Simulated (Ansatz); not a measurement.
# SiC: the cost of one run

Computed with Ansatz 0.2.0 (DFT PBEsol, scalar-relativistic, unless a step's input says otherwise).

## Step 1: The structure to begin with

It takes space group P6_3mc (No. 186, hexagonal). Conventional cell: a = 3.076 Å, b = 3.076 Å, c = 5.048 Å, α = 90.00°, β = 90.00°, γ = 120.00°. Around Si (site symmetry 3m) lie 4 C at 1.87 to 1.94 Å. C (site symmetry 3m) is surrounded by 4 Si at 1.87 to 1.94 Å.

Coordinates:

```
Si C
1.0
     3.07600    0.00000    0.00000
    -1.53800    2.66389    0.00000
     0.00000    0.00000    5.04800
Si C
2 2
Direct
  0.33333 0.66667 0.00000
  0.66667 0.33333 0.50000
  0.33333 0.66667 0.38500
  0.66667 0.33333 0.88500
```

Atoms are numbered in the order of the input: Si1, Si2, C3, C4.

## Step 2: After the deformation

Space group P6_3mc before, P1 after.

## Step 3: LAPW, all electrons

The input, input.yaml:

```yaml
crystal:
  lattice:
    - [3.0759982064, 0.015379991, 0.015379991]
    - [-1.5246796403, 2.6562025933, 0.0056294674]
    - [0.02524, 0.02524, 5.048]
  atoms:
    - { symbol: Si, position: [0.3333333333, 0.6666666667, 0.0] }
    - { symbol: Si, position: [0.6666666667, 0.3333333333, 0.5] }
    - { symbol: C, position: [0.3333333333, 0.6666666667, 0.385] }
    - { symbol: C, position: [0.6666666667, 0.3333333333, 0.885] }
kpoints:
  mp_grid: { grid: [15, 15, 8] }
  band_path:
    path:
      - [0.0, 0.0, 0.0]
      - [0.0, -0.5, 0.0]
      - [0.0, 0.0, 0.5]
      - [0.0, 0.0, 0.0]
      - [-0.5, 0.0, 0.0]
      - [-0.5, 0.5, -0.5]
      - [0.0, 0.0, 0.0]
      - [-0.5, 0.0, -0.5]
      - [-0.5, 0.5, 0.0]
    npoints: 5
scf:
  occupations: { method: fermi_dirac, width: 0.08 }
hamiltonian:
  xc: pbesol
  pseudopotentials: { kind: all_electron, lapw: { basis_error: 0.001 } }
output:
  forces: true
  stress: true
  eigenvalues: true
```

The run is started by

```
ansatz run input.yaml --threads 1 --pin off --max-ram 4096MiB --backend cpu --events-out ev --progress --plain --runs-dir out
```

What time and memory should one allow on 1 thread of Arm Neoverse V2, shared host?

About 7.7 min, with a peak of 2.5 GiB.
